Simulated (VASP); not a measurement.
# MoSe2 (P6_3/mmc) in VASP: relaxation of cell and atoms with PBEsol

Aim: the relaxation of cell and atoms of MoSe2 with PBEsol.

All numbers are computed with VASP 6.6.1; they aren't measurements. Logs are shortened: lines on timing, memory, paths and dates and some standing lists are left out, and cuts for length are marked.

## Step 1: The crystal as given

It takes space group P6_3/mmc (No. 194, hexagonal). Conventional cell: a = 3.272 Å, b = 3.272 Å, c = 13.164 Å, α = 90.00°, β = 90.00°, γ = 120.00°. Around Mo (site symmetry -6m2) lie 6 Se at 2.52 Å. Around Se (site symmetry 3m) lie 3 Mo at 2.52 Å.

## Step 2: Relaxation of cell and atoms, PBEsol

Contents of INCAR:

```
PREC = Accurate ; ENCUT = 600
EDIFF = 1E-7 ; ISMEAR = 0
SIGMA = 0.03 ; LREAL = False
LASPH = True ; NELM = 80
ALGO = Normal ; ISIF = 3
LWAVE = False ; LCHARG = False
GGA = PS ; IBRION = 2
NSW = 90 ; EDIFFG = -0.005
KPAR = 2
```

Contents of KPOINTS:

```
Automatic mesh
0
Gamma
  9 9 2
```

Contents of POSCAR:

```
MoSe2                                   
1.0
    3.2716479420     -0.0000000000      0.0000000000
   -1.6358239710      2.8333302299     -0.0000000000
   -0.0000000000     -0.0000000000     13.1641254949
  Mo              Se            
     2     4
Direct
     0.3333333332999970    0.6666666667000030    0.2500000000000000
     0.6666666667000030    0.3333333332999970    0.7500000000000000
     0.3333333332999970    0.6666666667000030    0.6234345224521666
     0.6666666667000030    0.3333333332999970    0.1234345224521665
     0.3333333332999970    0.6666666667000030    0.8765654775478334
     0.6666666667000030    0.3333333332999970    0.3765654775478335
```

Potentials or basis: VASP PAW PBE potentials, release 64 (Mo_sv, Se).

Started as:

```
$ cat potpaw_PBE.64/Mo_sv/POTCAR potpaw_PBE.64/Se/POTCAR > POTCAR
$ mpirun -np 2 vasp_std > vasp.out
```

OUTCAR:

```text
PREC = Accurate
   ENCUT = 600
   EDIFF = 1E-7
   ISMEAR = 0
   LREAL = False
   LASPH = True
   NELM = 80
   ISIF = 3
   GGA = PS
   IBRION = 2
   NSW = 90
   EDIFFG = -0.005

 ion  position               nearest neighbor table
   1  0.333  0.667  0.250-   4 2.52   6 2.52   4 2.52   6 2.52   4 2.52   6 2.52
   2  0.667  0.333  0.750-   3 2.52   5 2.52   3 2.52   5 2.52   3 2.52   5 2.52
   3  0.333  0.667  0.623-   2 2.52   2 2.52   2 2.52
   4  0.667  0.333  0.123-   1 2.52   1 2.52   1 2.52
   5  0.333  0.667  0.877-   2 2.52   2 2.52   2 2.52
   6  0.667  0.333  0.377-   1 2.52   1 2.52   1 2.52

  LATTYP: Found a hexagonal cell.
 ALAT       =     3.2716479420
 C/A-ratio  =     4.0236986767

  Lattice vectors:

 A1 = (   3.2716479420,   0.0000000000,   0.0000000000)
 A2 = (  -1.6358239710,   2.8333302299,   0.0000000000)
 A3 = (   0.0000000000,   0.0000000000,  13.1641254949)

Analysis of symmetry for initial positions (statically):
=====================================================================
 Subroutine PRICEL returns:
 Original cell was already a primitive cell.

 Routine SETGRP: Setting up the symmetry group for a
 hexagonal supercell.

 Subroutine GETGRP returns: Found 24 space group operations
 (whereof 12 operations were pure point group operations)
 out of a pool of 24 trial point group operations.

The static configuration has the point symmetry D_3d.
 The point group associated with its full space group is D_6h.

Analysis of symmetry for dynamics (positions and initial velocities):
=====================================================================
 Subroutine PRICEL returns:
 Original cell was already a primitive cell.

 Routine SETGRP: Setting up the symmetry group for a
 hexagonal supercell.

 Subroutine GETGRP returns: Found 24 space group operations
 (whereof 12 operations were pure point group operations)
 out of a pool of 24 trial point group operations.

The dynamic configuration has the point symmetry D_3d.
 The point group associated with its full space group is D_6h.

 Subroutine INISYM returns: Found 24 space group operations
 (whereof 12 operations are pure point group operations),
 and found     1 'primitive' translations

----------------------------------------------------------------------------------------

                                     Primitive cell

  volume of cell :     122.0270

  direct lattice vectors                    reciprocal lattice vectors
     3.271647942  0.000000000  0.000000000     0.305656360  0.176470782  0.000000000
    -1.635823971  2.833330230  0.000000000     0.000000000  0.352941563  0.000000000
     0.000000000  0.000000000 13.164125495     0.000000000  0.000000000  0.075964028

  length of vectors
     3.271647942  3.271647942 13.164125495     0.352941563  0.352941563  0.075964028

  position of ions in fractional coordinates (direct lattice)
     0.333333333  0.666666667  0.250000000
     0.666666667  0.333333333  0.750000000
     0.333333333  0.666666667  0.623434522
     0.666666667  0.333333333  0.123434522
     0.333333333  0.666666667  0.876565478
     0.666666667  0.333333333  0.376565478

  ion indices of the primitive-cell ions
   primitive index   ion index
                 1           1
                 2           2
                 3           3
                 4           4
                 5           5
                 6           6

----------------------------------------------------------------------------------------

 KPOINTS: Automatic mesh

Automatic generation of k-mesh.
 Grid dimensions read from file:
 generate k-points for:    9    9    2

 Generating k-lattice:

  Cartesian coordinates                     Fractional coordinates (reciprocal lattice)
     0.033961818  0.019607865  0.000000000     0.111111111 -0.000000000  0.000000000
     0.000000000  0.039215729  0.000000000     0.000000000  0.111111111  0.000000000
     0.000000000  0.000000000  0.037982014     0.000000000  0.000000000  0.500000000

  Length of vectors
     0.039215729  0.039215729  0.037982014

  Shift w.r.t. Gamma in fractional coordinates (k-lattice)
     0.000000000  0.000000000  0.000000000

 Subroutine IBZKPT returns following result:
 ===========================================

 Found     24 irreducible k-points:

 Following reciprocal coordinates:
            Coordinates               Weight
  0.000000  0.000000  0.000000      1.000000
  0.111111 -0.000000  0.000000      6.000000
  0.222222 -0.000000  0.000000      6.000000
  0.333333  0.000000  0.000000      6.000000
  0.444444 -0.000000  0.000000      6.000000
  0.111111  0.111111  0.000000      6.000000
[... 16 lines left out ...]
  0.333333  0.222222  0.500000     12.000000
  0.333333  0.333333  0.500000      2.000000
   k-points           NKPTS =     24   k-points in BZ     NKDIM =     24   number of bands    NBANDS=     31
   number of dos      NEDOS =    301   number of ions     NIONS =      6
   total plane-waves  NPLWV =  84672
   dimension x,y,z NGX =    28 NGY =   28 NGZ =  108
   dimension x,y,z NGXF=    56 NGYF=   56 NGZF=  216
   ions per type =               2   4
   NGX,Y,Z   is equivalent  to a cutoff of  14.23, 14.23, 13.64 a.u.
   NGXF,Y,Z  is equivalent  to a cutoff of  28.46, 28.46, 27.28 a.u.
 SYSTEM =  unknown system
   PREC   = accura    normal or accurate (medium, high low for compatibility)
   ISTART =      0    job   : 0-new  1-cont  2-samecut
   ICHARG =      2    charge: 1-file 2-atom 10-const
   ISPIN  =      1    spin polarized calculation?
   LNONCOLLINEAR =      F non collinear calculations
   LSORBIT =      F    spin-orbit coupling
   LASPH  =      T    aspherical Exc in radial PAW
   ENCUT  =  600.0 eV  44.10 Ry    6.64 a.u.   6.53  6.53 26.29*2*pi/ulx,y,z
   NELM   =     80;   NELMIN=  2; NELMDL= -5     # of ELM steps
   EDIFF  = 0.1E-06   stopping-criterion for ELM
   LREAL  =      F    real-space projection
   EDIFFG = -.5E-02   stopping-criterion for IOM
   NSW    =     90    number of steps for IOM
   IBRION =      2    ionic relax: 0-MD 1-quasi-New 2-CG
   NFREE  =      1    steps in history (QN), initial steepest desc. (CG)
   ISIF   =      3    stress and relaxation
   ISYM   =      2    0-nonsym 1-usesym 2-fastsym
   POTIM  = 0.5000    time-step for ionic-motion
   TEBEG  =    0.0;   TEEND  =   0.0 temperature during run
   PSTRESS=    0.0 pullay stress
   NELECT =      52.0000    total number of electrons
   NUPDOWN=      -1.0000    fix difference up-down
   EMIN   =  10.00;   EMAX   =-10.00  energy-range for DOS
   EFERMI =   0.00;   METHOD = LEGACY
   ISMEAR =     0;   SIGMA  =   0.03  broadening in eV -4-tet -1-fermi 0-gaus
   EFERMI_NEDOS =   21; number of points for ismear=-14 and -15
   IALGO  =     38    algorithm
   IMIX   =      4    mixing-type and parameters
     AMIX     =   0.40;   BMIX     =  1.00
     AMIX_MAG =   1.60;   BMIX_MAG =  1.00
  volume/ion in A,a.u.               =      20.34       137.25
  Fermi-wavevector in a.u.,A,eV,Ry     =   1.231943  2.328035 20.649345  1.517684
  Thomas-Fermi vector in A             =   2.366733
   LORBIT       =      0    0 simple, 1 ext, 2 COOP (PROOUT), +10 PAW based schemes
   GGA     = PS    functional components
   LHFCALC =     F    Hartree Fock is set to
   AEXX    =    0.0000 exact exchange contribution
   IVDW    =     0    specifies the selected vdW correction
   LEPSILON=     F    determine dielectric tensor
   LRPA    =     F    only Hartree local field effects (RPA)
 conjugate gradient relaxation of ions
 non-spin polarized calculation
 Gauss-broadening in eV      SIGMA  =   0.03
  energy-cutoff  :      600.00
  volume of cell :      122.03
 maximum number of plane-waves:      4133
 NGX is ok and might be reduce to    28
   NGX = 13   NGY = 13   NGZ = 53

--------------------------------------- Ionic step        1  -------------------------------------------

 number of electron      51.9999998 magnetization

 Free energy of the ion-electron system (eV)
  ---------------------------------------------------
  ext. energy  EPLUGINS =         0.00000000
  ---------------------------------------------------
  free energy    TOTEN  =       -43.26347928 eV

  energy without entropy =      -43.26347928  energy(sigma->0) =      -43.26347928

------------------------ aborting loop because EDIFF is reached ----------------------------------------

  FORCE on cell =-STRESS in cart. coord.  units (eV):
  Direction    XX          YY          ZZ          XY          YZ          ZX
  --------------------------------------------------------------------------------------
  -------------------------------------------------------------------------------------
  Total       -0.0315627     -0.0315627     -0.0418927      0.0000000      0.0000000     -0.0000000
  in kB       -0.4144092     -0.4144092     -0.5500392      0.0000000      0.0000000     -0.0000000
  external PRESSURE =      -0.4596192 kB  Pullay stress =       0.0000000 kB

 VOLUME and BASIS-vectors are now :
 -----------------------------------------------------------------------------
  energy-cutoff  :      600.00
  volume of cell :      122.03
      direct lattice vectors                 reciprocal lattice vectors
     3.271647942  0.000000000  0.000000000     0.305656360  0.176470782  0.000000000
    -1.635823971  2.833330230  0.000000000     0.000000000  0.352941563  0.000000000
     0.000000000  0.000000000 13.164125495     0.000000000  0.000000000  0.075964028

 POSITION                                       TOTAL-FORCE (eV/Angst)
 -----------------------------------------------------------------------------------
     -0.00000      1.88889      3.29103         0.000000     -0.000000      0.000000
      1.63582      0.94444      9.87309        -0.000000      0.000000      0.000000
     -0.00000      1.88889      8.20697         0.000000     -0.000000     -0.005133
      1.63582      0.94444      1.62491         0.000000      0.000000     -0.005133
     -0.00000      1.88889     11.53922        -0.000000     -0.000000      0.005133
      1.63582      0.94444      4.95716        -0.000000      0.000000      0.005133
 -----------------------------------------------------------------------------------
    total drift:                               -0.000000      0.000000     -0.000000
[... 190 lines left out ...]
 POSITION                                       TOTAL-FORCE (eV/Angst)
 -----------------------------------------------------------------------------------
     -0.00000      1.88825      3.28776         0.000000     -0.000000     -0.000000
      1.63527      0.94412      9.86329        -0.000000      0.000000     -0.000000
     -0.00000      1.88825      8.19653        -0.000000      0.000000      0.000039
      1.63527      0.94412      1.62100         0.000000     -0.000000      0.000039
     -0.00000      1.88825     11.53005        -0.000000      0.000000     -0.000039
      1.63527      0.94412      4.95453        -0.000000     -0.000000     -0.000039
 -----------------------------------------------------------------------------------
    total drift:                               -0.000000      0.000000     -0.000000

  FREE ENERGIE OF THE ION-ELECTRON SYSTEM (eV)
  ---------------------------------------------------
  free  energy   TOTEN  =       -43.2635445720 eV

  energy  without entropy=      -43.2635445720  energy(sigma->0) =      -43.26354457

--------------------------------------- Ionic step        7  -------------------------------------------

 number of electron      51.9999997 magnetization

 Free energy of the ion-electron system (eV)
  ---------------------------------------------------
  ext. energy  EPLUGINS =         0.00000000
  ---------------------------------------------------
  free energy    TOTEN  =       -43.26357869 eV

  energy without entropy =      -43.26357869  energy(sigma->0) =      -43.26357869

 E-fermi :   6.3149     XC(G=0): -10.7862

 val. band max:        6.1641145048   @ k =   0.0000   0.0000   0.0000
 cond. band min:       7.1564191301   @ k =   0.2222   0.1111   0.0000
 fundamental gap:      0.9923046253
 Fermi energy:         6.3149432991

 k-point     1 :       0.0000    0.0000    0.0000
  band No.  band energies     occupation
      1     -54.8258      2.00000
      2     -54.8258      2.00000
      3     -29.0381      2.00000
      4     -29.0380      2.00000
      5     -28.8242      2.00000
      6     -28.8242      2.00000
[... 23 lines left out ...]
     30       8.8589      0.00000
     31       9.0033      0.00000
[... 793 lines left out ...]
 VOLUME and BASIS-vectors are now :
 -----------------------------------------------------------------------------
  energy-cutoff  :      600.00
  volume of cell :      121.74
      direct lattice vectors                 reciprocal lattice vectors
     3.270875806  0.000000000 -0.000000000     0.305728514  0.176512440 -0.000000000
    -1.635437903  2.832661540  0.000000000    -0.000000000  0.353024880 -0.000000000
     0.000000000  0.000000000 13.139893609     0.000000000  0.000000000  0.076104117

 POSITION                                       TOTAL-FORCE (eV/Angst)
 -----------------------------------------------------------------------------------
     -0.00000      1.88844      3.28497         0.000000     -0.000000      0.000000
      1.63544      0.94422      9.85492        -0.000000      0.000000      0.000000
     -0.00000      1.88844      8.18853         0.000000     -0.000000     -0.003392
      1.63544      0.94422      1.61858        -0.000000      0.000000     -0.003392
     -0.00000      1.88844     11.52131        -0.000000     -0.000000      0.003392
      1.63544      0.94422      4.95137        -0.000000      0.000000      0.003392
 -----------------------------------------------------------------------------------
    total drift:                               -0.000000      0.000000     -0.000000

  FREE ENERGIE OF THE ION-ELECTRON SYSTEM (eV)
  ---------------------------------------------------
  free  energy   TOTEN  =       -43.2635786925 eV

  energy  without entropy=      -43.2635786925  energy(sigma->0) =      -43.26357869

 reached required accuracy - stopping structural energy minimisation
```

It took 7.8 min on 2 MPI ranks of Intel Xeon Platinum 8259CL at 2.50GHz (Skylake/Cascade Lake), shared host; peak memory 0.33 GiB.

What came out:

* Free energy: -43.2636 eV
* Relaxed volume: 20.29 Å³/atom
* Relaxed cell: a = 3.271 Å, b = 3.271 Å, c = 13.140 Å, α = 90.00°, β = 90.00°, γ = 120.00°
* Space group after relaxing (to 0.05 Å): P6_3/mmc (No. 194)
* Energy gained by relaxing: 0.0 meV/atom
* Ionic steps: 7
* Pressure after relaxing: 0.0 GPa
* Largest force after relaxing: 0.003 eV/Å
* Band gap on the k mesh: 0.99 eV, indirect (least direct gap 1.49 eV)

Forces in eV/Å, atoms in the order of the input:
```
Mo   0.000  0.000  0.000
Mo   0.000  0.000  0.000
Se   0.000  0.000 -0.003
Se   0.000  0.000 -0.003
Se   0.000  0.000  0.003
Se   0.000  0.000  0.003
```

Final structure:
```
Mo Se
1.0
     3.27088    0.00000    0.00000
    -1.63544    2.83266    0.00000
     0.00000    0.00000   13.13989
Mo Se
2 4
Cartesian
  0.0000 1.8884 3.2850
  1.6354 0.9442 9.8549
  0.0000 1.8884 8.1885
  1.6354 0.9442 1.6186
  0.0000 1.8884 11.5213
  1.6354 0.9442 4.9514
```

Caveat: the PAW data sets were made with another functional, which shifts forces and pressure a little; an odd mesh through Γ misses points on the zone boundary, where band edges often lie; this functional lacks dispersion, which binds the layers, so the pressure and a relaxed spacing across them are unreliable.
